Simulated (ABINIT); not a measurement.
# ZnS (F-43m) in ABINIT: further runs

One crystal, ZnS, is run at these levels: HCTH407, BP86, LDA, HLE16; tasks: band structure.

Program: ABINIT 10.8.3 (patched build). These are calculated values, not measurements. Logs are shortened: lines on timing, memory, paths and dates and some standing lists are left out, and cuts for length are marked. The log counts tension as positive stress, the text compression.

**Experimental background.**

From “Electronic, vibrational, and thermodynamic properties of ZnS (zincblende and rocksalt structure)”, 2009, arxiv:0911.5022, for a bulk crystal of ZnS at 19 K: band gap 3.85 eV (direct).

The results are compared with them further down.

### 1 The crystal as given

Symmetry: F-43m, No. 216, cubic system. The conventional cell has a = 5.404 Å, b = 5.404 Å, c = 5.404 Å, α = 90.00°, β = 90.00°, γ = 90.00°. Zn (site symmetry -43m) has 4 S at 2.34 Å as nearest neighbours. S (site symmetry -43m) is surrounded by 4 Zn at 2.34 Å.

### 2 Band structure, HCTH407

The input, run.abi:

```
ndtset 2

pp_dirpath "./"
pseudos "Zn.GGA_PBE-JTH.xml, S.GGA_PBE-JTH.xml"

acell 7.2210310021 7.2210310021 7.2210310021
rprim
     0.0000000000     0.7071067812     0.7071067812
     0.7071067812     0.0000000000     0.7071067812
     0.7071067812     0.7071067812     0.0000000000
ntypat 2
znucl 30 16
natom 2
typat 1 2
xred
     0.7500000000     0.7500000000     0.7500000000
     0.0000000000     0.0000000000     0.0000000000

ecut 20.0
pawecutdg 40.0

ixc 27

occopt 3
tsmear 0.05 eV

nstep 100

iomode 3
prtwf 0
prteig 0
prtebands 0
enunit 1
prtden1 1
prtvha1 1
prtvclmb1 1
prtpot1 1

kptopt1 1
ngkpt1 9 9 9
nshiftk1 1
shiftk1 0.0 0.0 0.0
nband1 13
tolvrs1 1.0e-9

iscf2 -2
getden2 1
nband2 17
nbdbuf2 2
tolwfr2 1.0e-12
kptopt2 -9
ndivsm2 5
prteig2 1
prtvol2 -3
kptbounds2
     0.0000000000     0.0000000000     0.0000000000
     0.5000000000     0.0000000000     0.5000000000
     0.5000000000     0.2500000000     0.7500000000
     0.3750000000     0.3750000000     0.7500000000
     0.0000000000     0.0000000000     0.0000000000
     0.5000000000     0.5000000000     0.5000000000
     0.6250000000     0.2500000000     0.6250000000
     0.5000000000     0.2500000000     0.7500000000
     0.5000000000     0.5000000000     0.5000000000
     0.3750000000     0.3750000000     0.7500000000
```

Potentials or basis: JTH PAW PBE v2.0.

On the command line:

```console
$ abinit run.abi > log 2>&1
```

run.abo:

```text
.Version 10.8.3 of ABINIT
 DATASET    1 : space group F-4 3 m (#216); Bravais cF (face-center cubic)
================================================================================
 Values of the parameters that define the memory need for DATASET  1.
     intxc =       0    ionmov =       0      iscf =       7    lmnmax =      18
     lnmax =       6     mgfft =      30  mpssoang =       3    mqgrid =    3001
     natom =       2  nloc_mem =       2    nspden =       1   nspinor =       1
    nsppol =       1      nsym =      24    n1xccc =       1    ntypat =       2
    occopt =       3   xclevel =       2
       mpw =        1153          nfft =       27000          nkpt =          35
 PAW method is used; the additional fine FFT grid is defined by:
   mgfftf=        45    nfftf =     91125
================================================================================
================================================================================

 DATASET    2 : space group F-4 3 m (#216); Bravais cF (face-center cubic)
================================================================================
 Values of the parameters that define the memory need for DATASET  2.
     intxc =       0    ionmov =       0      iscf =      -2    lmnmax =      18
     lnmax =       6     mgfft =      30  mpssoang =       3    mqgrid =    3001
     natom =       2  nloc_mem =       2    nspden =       1   nspinor =       1
    nsppol =       1      nsym =      24    n1xccc =       1    ntypat =       2
    occopt =       3   xclevel =       2
       mpw =        1154          nfft =       27000          nkpt =          87
 PAW method is used; the additional fine FFT grid is defined by:
   mgfftf=        45    nfftf =     91125
================================================================================
================================================================================

--------------------------------------------------------------------------------
------------- Echo of variables that govern the present computation ------------
--------------------------------------------------------------------------------
 -outvars: echo values of preprocessed input variables --------
            acell      7.2210310021E+00  7.2210310021E+00  7.2210310021E+00 Bohr
              amu      6.53900000E+01  3.20660000E+01
             ecut      2.00000000E+01 Hartree
           enunit           1
           getden1          0
           getden2          1
             iscf1          7
             iscf2         -2
              ixc          27
           jdtset        1    2
           kptopt1          1
           kptopt2         -9
         kptrlatt        9    0    0      0    9    0      0    0    9
          kptrlen1     6.49892790E+01
          kptrlen2     3.00000000E+01
            natom           2
            nband1         13
            nband2         17
           nbdbuf1          0
           nbdbuf2          2
           ndtset           2
           ndivsm1          0
           ndivsm2          5
            ngfft          30      30      30
          ngfftdg          45      45      45
             nkpt1         35
             nkpt2         87
            nstep         100
             nsym          24
           ntypat           2
           occopt           3
        pawecutdg      4.00000000E+01 Hartree
         pawxcdev           0
        prtebands           0
           prteig1          0
           prteig2          1
           prtpot1          1
           prtpot2          0
         prtvclmb1          1
         prtvclmb2          0
           prtvha1          1
           prtvha2          0
           prtvol1          0
           prtvol2         -3
            prtwf           0
            rprim      0.0000000000E+00  7.0710678120E-01  7.0710678120E-01
                       7.0710678120E-01  0.0000000000E+00  7.0710678120E-01
                       7.0710678120E-01  7.0710678120E-01  0.0000000000E+00
[... 42 lines left out ...]
- [  5.1060400,   5.1060400,   0.0000000, ]
lattice_lengths: [   7.22103,    7.22103,    7.22103, ]
lattice_angles: [ 60.000,  60.000,  60.000, ] # degrees, (23, 13, 12)
lattice_volume:   2.6624572E+02
convergence: {deltae:  0.000E+00, res2:  0.000E+00, residm:  9.981E-13, diffor:  0.000E+00, }
etotal    :  -7.53350096E+01
entropy   :   0.00000000E+00
fermie    :   2.37515655E-01
cartesian_stress_tensor: null
pressure_GPa: null
xred      :
- [  7.5000E-01,   7.5000E-01,   7.5000E-01, Zn]
- [  0.0000E+00,   0.0000E+00,   0.0000E+00,  S]
cartesian_forces: null
force_length_stats: {min: null, max: null, mean: null, }
...

 Integrated electronic density in atomic spheres:
 ------------------------------------------------
 Atom  Sphere_radius  Integrated_density
    1        2.30770         10.79955861
    2        1.90380          3.67113606

================================================================================

 ----iterations are completed or convergence reached----

 Mean square residual over all n,k,spin=   54.005E-14; max=  99.813E-14
 reduced coordinates (array xred) for    2 atoms
       0.750000000000      0.750000000000      0.750000000000
       0.000000000000      0.000000000000      0.000000000000

 cartesian coordinates (angstrom) at end:
    1      4.05299999733097     4.05299999733097     4.05299999733097
    2      0.00000000000000     0.00000000000000     0.00000000000000
 length scales=  7.221031002100  7.221031002100  7.221031002100 bohr
              =  3.821205042943  3.821205042943  3.821205042943 angstroms
 Eigenvalues (   eV  ) for nkpt=  87  k points:
 kpt#   1, nband= 17, wtk=  1.00000, kpt=  0.0000  0.0000  0.0000 (reduced coord)
  -7.87624   -1.50403   -1.50403   -1.50403   -1.06789   -1.06789    5.09112    5.09112
   5.09112    7.71862   11.80064   11.80064   11.80064   16.92343   16.92343   17.80315
  20.30463
 kpt#   2, nband= 17, wtk=  1.00000, kpt=  0.0357  0.0000  0.0357 (reduced coord)
  -7.86380   -1.50445   -1.50101   -1.50101   -1.06910   -1.06704    4.97977    5.05666
   5.05666    7.84029   11.73855   11.85362   11.85362   16.75656   16.93915   17.91182
  20.35283
 kpt#   3, nband= 17, wtk=  1.00000, kpt=  0.0714  0.0000  0.0714 (reduced coord)
  -7.82687   -1.50550   -1.49211   -1.49211   -1.07259   -1.06459    4.69442    4.95728
   4.95728    8.15357   11.56611   12.00823   12.00823   16.33097   16.98475   18.22685
  20.49356
 kpt#   4, nband= 17, wtk=  1.00000, kpt=  0.1071  0.0000  0.1071 (reduced coord)
  -7.76658   -1.50662   -1.47736   -1.47736   -1.07799   -1.06060    4.31626    4.80367
   4.80367    8.56763   11.31585   12.25483   12.25483   15.79487   17.06215   18.71467
  20.73210
 kpt#   5, nband= 17, wtk=  1.00000, kpt=  0.1429  0.0000  0.1429 (reduced coord)
[... 317 lines left out ...]
   3.72415    9.97520   11.84675   13.95262   14.14914   16.76919   17.58425   20.58192
  21.53878
 kpt#  85, nband= 17, wtk=  1.00000, kpt=  0.4028  0.4028  0.6944 (reduced coord)
  -6.78845   -1.38203   -1.28407   -1.12500   -1.04263   -0.73333    0.60663    2.31409
   3.59727    9.90387   11.82396   14.32014   14.39833   16.43274   17.50109   20.96519
  22.38209
 kpt#  86, nband= 17, wtk=  1.00000, kpt=  0.3889  0.3889  0.7222 (reduced coord)
  -6.75628   -1.38332   -1.26478   -1.13538   -1.03947   -0.71189    0.64793    2.18052
   3.48435    9.80185   11.65924   14.66311   14.81177   16.19248   17.51713   21.13805
  22.67407
 kpt#  87, nband= 17, wtk=  1.00000, kpt=  0.3750  0.3750  0.7500 (reduced coord)
  -6.73732   -1.38648   -1.25080   -1.14752   -1.03442   -0.70341    0.65174    2.18031
   3.39225    9.70672   11.40090   14.95644   15.13745   16.18582   17.67156   21.00020
  22.21108

== END DATASET(S) ==============================================================
================================================================================

 -outvars: echo values of variables after computation  --------
            acell      7.2210310021E+00  7.2210310021E+00  7.2210310021E+00 Bohr
           etotal1    -7.5335009560E+01
            fcart1    -1.8457078875E-28 -7.9101766605E-29  3.4277432196E-28
                       1.8457078875E-28  7.9101766605E-29 -3.4277432196E-28
            rprim      0.0000000000E+00  7.0710678120E-01  7.0710678120E-01
                       7.0710678120E-01  0.0000000000E+00  7.0710678120E-01
                       7.0710678120E-01  7.0710678120E-01  0.0000000000E+00
           strten1    -1.1976833490E-04 -1.1976833490E-04 -1.1976833490E-04
                       0.0000000000E+00  0.0000000000E+00  0.0000000000E+00
           xangst      4.0529999973E+00  4.0529999973E+00  4.0529999973E+00
                       0.0000000000E+00  0.0000000000E+00  0.0000000000E+00
             xred      7.5000000000E-01  7.5000000000E-01  7.5000000000E-01
                       0.0000000000E+00  0.0000000000E+00  0.0000000000E+00
 Calculation completed.
```

Run time: 76 s. Hardware: 1 thread of Intel Xeon Platinum 8488C (Sapphire Rapids), shared host; peak memory 0.12 GiB.

What came out:

```yaml
Free_energy: -2049.9700 eV
Band_gap_on_the_k_mesh: 2.63 eV, direct
Valence_electrons_inside_the_program's_atomic_spheres: Zn 10.80; S 3.67
```

Levels at the corners of the path, in eV from the valence-band top:
```tsv
point	band 5	band 6	band 7	band 8	band 9	band 10	band 11	band 12	band 13	band 14
Γ	-6.16	-6.16	0.00	0.00	0.00	2.63	6.71	6.71	6.71	11.83
X	-6.09	-5.90	-4.46	-2.09	-2.09	4.01	4.45	11.52	12.25	12.25
W	-6.19	-5.75	-4.40	-2.57	-2.53	6.21	6.22	8.29	8.74	12.83
K	-6.13	-5.79	-4.44	-2.91	-1.70	4.62	6.31	9.87	10.05	11.09
Γ	-6.16	-6.16	0.00	0.00	0.00	2.63	6.71	6.71	6.71	11.83
L	-6.13	-5.93	-5.01	-0.82	-0.82	3.73	7.26	7.26	9.53	12.93
U	-6.13	-5.79	-4.44	-2.91	-1.70	4.62	6.31	9.87	10.05	11.09
W	-6.19	-5.75	-4.40	-2.57	-2.53	6.21	6.22	8.29	8.74	12.83
L	-6.13	-5.93	-5.01	-0.82	-0.82	3.73	7.26	7.26	9.53	12.93
K	-6.13	-5.79	-4.44	-2.91	-1.70	4.62	6.31	9.87	10.05	11.09
```

Caveat: the cutoff is too short for stress, so the log's stress isn't used; the PAW data sets were made with another functional, which shifts forces and pressure a little.

### 3 Band structure, BP86

run.abi, as its differences from that of step 2:

```diff
@@ -14,4 +14,4 @@
 typat 1 2
-xred
-     0.7500000000     0.7500000000     0.7500000000
+xcart
+     7.6590599831     7.6590599831     7.6590599831
      0.0000000000     0.0000000000     0.0000000000
@@ -21,3 +21,3 @@
 
-ixc 27
+ixc -106132
 
@@ -32,7 +32,3 @@
 prtebands 0
-enunit 1
 prtden1 1
-prtvha1 1
-prtvclmb1 1
-prtpot1 1
 
@@ -51,3 +47,3 @@
 kptopt2 -9
-ndivsm2 5
+ndivsm2 6
 prteig2 1
```

Potentials or basis: JTH PAW PBE v2.0.

On the command line:

```console
$ abinit run.abi > log 2>&1
```

It took 80 s on 1 thread of Intel Xeon Platinum 8488C (Sapphire Rapids), shared host; peak memory 0.13 GiB.

Results (log left out):

```yaml
Free_energy: -2034.2281 eV
Band_gap_on_the_k_mesh: 2.04 eV, direct
Valence_electrons_inside_the_program's_atomic_spheres: Zn 10.80; S 3.61
```

Levels at the corners of the path, in eV from the valence-band top:
| point | band 5 | band 6 | band 7 | band 8 | band 9 | band 10 | band 11 | band 12 | band 13 | band 14 |
| --- | --- | --- | --- | --- | --- | --- | --- | --- | --- | --- |
| Γ | -5.90 | -5.90 | 0.00 | 0.00 | 0.00 | 2.04 | 6.36 | 6.36 | 6.36 | 11.66 |
| X | -5.82 | -5.68 | -4.58 | -2.22 | -2.22 | 3.40 | 4.04 | 10.93 | 11.90 | 11.90 |
| W | -5.93 | -5.50 | -4.61 | -2.74 | -2.72 | 5.70 | 5.98 | 7.83 | 8.21 | 12.39 |
| K | -5.86 | -5.55 | -4.64 | -3.11 | -1.80 | 4.11 | 5.94 | 9.35 | 9.72 | 10.60 |
| Γ | -5.90 | -5.90 | 0.00 | 0.00 | 0.00 | 2.04 | 6.36 | 6.36 | 6.36 | 11.66 |
| L | -5.87 | -5.69 | -5.30 | -0.87 | -0.87 | 3.25 | 6.90 | 6.90 | 8.87 | 12.13 |
| U | -5.86 | -5.55 | -4.64 | -3.11 | -1.80 | 4.11 | 5.94 | 9.35 | 9.72 | 10.60 |
| W | -5.93 | -5.50 | -4.61 | -2.74 | -2.72 | 5.70 | 5.98 | 7.83 | 8.21 | 12.39 |
| L | -5.87 | -5.69 | -5.30 | -0.87 | -0.87 | 3.25 | 6.90 | 6.90 | 8.87 | 12.13 |
| K | -5.86 | -5.55 | -4.64 | -3.11 | -1.80 | 4.11 | 5.94 | 9.35 | 9.72 | 10.60 |

Caveat: the cutoff is too short for stress, so the log's stress isn't used; the PAW data sets were made with another functional, which shifts forces and pressure a little.

### 4 Band structure, LDA

The input, run.abi:

```
# Datasets: ground state, then fixed potential
ndtset 2

# Pseudopotentials
pp_dirpath "./"
pseudos "Zn.hgh, S.hgh"

# Structure
acell 3*1.0
rprim
     0.0000000000     5.1060399887     5.1060399887
     5.1060399887     0.0000000000     5.1060399887
     5.1060399887     5.1060399887     0.0000000000
ntypat 2
znucl 30 16
natom 2
typat 1 2
xred
     0.7500000000     0.7500000000     0.7500000000
     0.0000000000     0.0000000000     0.0000000000

# Plane-wave basis
ecut 28.0

# Exchange and correlation
ixc 7

# Bands and occupations
occopt 3
tsmear 0.00183747

# SCF cycle
nstep 100

# Output
iomode 3
prtwf 0
prteig 0
prtebands 0
enunit 2
prtden1 1
prtvha1 1
prtvclmb1 1
prtpot1 1
prtelf1 1

# Dataset 1
kptopt1 1
ngkpt1 9 9 9
nshiftk1 1
shiftk1 0.0 0.0 0.0
nband1 8
tolvrs1 1.0e-10

# Dataset 2: bands along G-X-W-K-G-L-U-W-L-K
iscf2 -2
getden2 1
nband2 12
nbdbuf2 2
tolwfr2 1.0e-12
kptopt2 -9
ndivsm2 6
prteig2 1
prtvol2 -3
kptbounds2
     0.0000000000     0.0000000000     0.0000000000
     0.5000000000     0.0000000000     0.5000000000
     0.5000000000     0.2500000000     0.7500000000
     0.3750000000     0.3750000000     0.7500000000
     0.0000000000     0.0000000000     0.0000000000
     0.5000000000     0.5000000000     0.5000000000
     0.6250000000     0.2500000000     0.6250000000
     0.5000000000     0.2500000000     0.7500000000
     0.5000000000     0.5000000000     0.5000000000
     0.3750000000     0.3750000000     0.7500000000
```

Potentials or basis: HGH LDA.

On the command line:

```console
$ abinit run.abi > log 2>&1
```

It took 40 s on 1 thread of Intel Xeon Platinum 8488C (Sapphire Rapids), shared host; peak memory 0.12 GiB.

The run converged. Its results:

| Item | Value |
| --- | --- |
| Free energy | -311.4073 eV |
| Pressure | -16.2 GPa |
| Band gap on the k mesh | 2.67 eV, direct |
| Band gap along the path | 2.67 eV, direct |
| Valence electrons inside the program's atomic spheres | Zn 0.64; S 3.90 |

Levels at the corners of the path, in eV from the valence-band top:
| point | band 2 | band 3 | band 4 | band 5 | band 6 | band 7 |
| --- | --- | --- | --- | --- | --- | --- |
| Γ | 0.00 | 0.00 | 0.00 | 2.67 | 6.91 | 6.91 |
| X | -4.53 | -1.87 | -1.87 | 3.59 | 4.37 | 11.55 |
| W | -4.18 | -2.68 | -2.34 | 5.93 | 6.68 | 8.32 |
| K | -4.28 | -2.90 | -1.52 | 4.40 | 6.44 | 9.73 |
| Γ | 0.00 | 0.00 | 0.00 | 2.67 | 6.91 | 6.91 |
| L | -4.85 | -0.69 | -0.69 | 3.76 | 7.29 | 7.29 |
| U | -4.28 | -2.90 | -1.52 | 4.40 | 6.44 | 9.73 |
| W | -4.18 | -2.68 | -2.34 | 5.93 | 6.68 | 8.32 |
| L | -4.85 | -0.69 | -0.69 | 3.76 | 7.29 | 7.29 |
| K | -4.28 | -2.90 | -1.52 | 4.40 | 6.44 | 9.73 |

Caveat: so large a pressure means that the cell lies far from this level's equilibrium, or that cutoff or potentials fall short; HGH potentials are hard and often keep d shells in the core, so these values are rough. Expect the measured gap to be larger: semilocal functionals such as LDA lack the derivative discontinuity.

### 5 Band structure, HLE16

run.abi, as its differences from that of step 4:

```diff
@@ -5,10 +5,10 @@
 pp_dirpath "./"
-pseudos "Zn.hgh, S.hgh"
+pseudos "Zn.GGA_PBE-JTH.xml, S.GGA_PBE-JTH.xml"
 
 # Structure
-acell 3*1.0
+acell 7.2210310021 7.2210310021 7.2210310021
 rprim
-     0.0000000000     5.1060399887     5.1060399887
-     5.1060399887     0.0000000000     5.1060399887
-     5.1060399887     5.1060399887     0.0000000000
+     0.0000000000     0.7071067812     0.7071067812
+     0.7071067812     0.0000000000     0.7071067812
+     0.7071067812     0.7071067812     0.0000000000
 ntypat 2
@@ -22,6 +22,7 @@
 # Plane-wave basis
-ecut 28.0
+ecut 544.227725 eV
+pawecutdg 40.0
 
 # Exchange and correlation
-ixc 7
+ixc -545
 
@@ -41,6 +42,2 @@
 prtden1 1
-prtvha1 1
-prtvclmb1 1
-prtpot1 1
-prtelf1 1
 
@@ -51,4 +48,4 @@
 shiftk1 0.0 0.0 0.0
-nband1 8
-tolvrs1 1.0e-10
+nband1 13
+tolvrs1 1.0e-9
 
@@ -57,3 +54,3 @@
 getden2 1
-nband2 12
+nband2 17
 nbdbuf2 2
@@ -61,5 +58,4 @@
 kptopt2 -9
-ndivsm2 6
+ndivsm2 5
 prteig2 1
-prtvol2 -3
 kptbounds2
```

Potentials or basis: JTH PAW PBE v2.0.

On the command line:

```console
$ abinit run.abi > log 2>&1
```

Run time: 84 s. Hardware: 1 thread of Intel Xeon Platinum 8488C (Sapphire Rapids), shared host; peak memory 0.12 GiB.

It converged, with:

```yaml
Free_energy: -2152.0898 eV
Band_gap_on_the_k_mesh: 3.61 eV, direct
Valence_electrons_inside_the_program's_atomic_spheres: Zn 10.82; S 3.88
```

Levels at the corners of the path, in eV from the valence-band top:
```tsv
point	band 7	band 8	band 9	band 10	band 11	band 12
Γ	0.00	0.00	0.00	3.61	7.68	7.68
X	-4.01	-1.70	-1.70	5.34	5.34	12.55
W	-3.81	-2.19	-1.98	6.78	7.32	9.35
K	-3.87	-2.40	-1.38	5.66	7.18	10.91
Γ	0.00	0.00	0.00	3.61	7.68	7.68
L	-4.26	-0.66	-0.66	4.67	8.23	8.23
U	-3.87	-2.40	-1.38	5.66	7.18	10.91
W	-3.81	-2.19	-1.98	6.78	7.32	9.35
L	-4.26	-0.66	-0.66	4.67	8.23	8.23
K	-3.87	-2.40	-1.38	5.66	7.18	10.91
```

Caveat: the cutoff is too short for stress, so the log's stress isn't used; the potentials were made for a functional far from this one; the potentials were made for another functional, which shifts forces and pressure.

### 6 Summary

```tsv
level	gap on the mesh (eV)
HCTH407	2.63
BP86	2.04
HLE16	3.61
```

Alike in all rows: task band structure; potentials or basis JTH PAW PBE v2.0; no spin polarisation; cell as given; k mesh 9 × 9 × 9; cutoff (eV) 544; smearing fermi-dirac 0.05 eV.

On the cell as given the gap runs from 2.04 eV (BP86) to 3.61 eV (HLE16).

Caveats: the PAW data sets were made with another functional, which shifts forces and pressure a little (some runs); the potentials were made for a functional far from this one (some runs); the potentials were made for another functional, which shifts forces and pressure (some runs).

Total energies depend on the potentials used, so only differences within one code and one set of settings carry meaning.

### 7 How close it comes

Step 2. Measured gap of ZnS: 3.85 eV (direct; 19 K; quoted in “Electronic, vibrational, and thermodynamic properties of ZnS (zincblende and rocksalt structure)”, 2009, arxiv:0911.5022). This calculation gives 2.63 eV (-1.22 eV). The value is that of HCTH407, without temperature or zero-point motion.

Step 3. Against the measured gap of ZnS, 3.85 eV (direct; 19 K; quoted in “Electronic, vibrational, and thermodynamic properties of ZnS (zincblende and rocksalt structure)”, 2009, arxiv:0911.5022), the calculated 2.04 eV is off by -1.81 eV. The value is that of BP86, without temperature or zero-point motion.
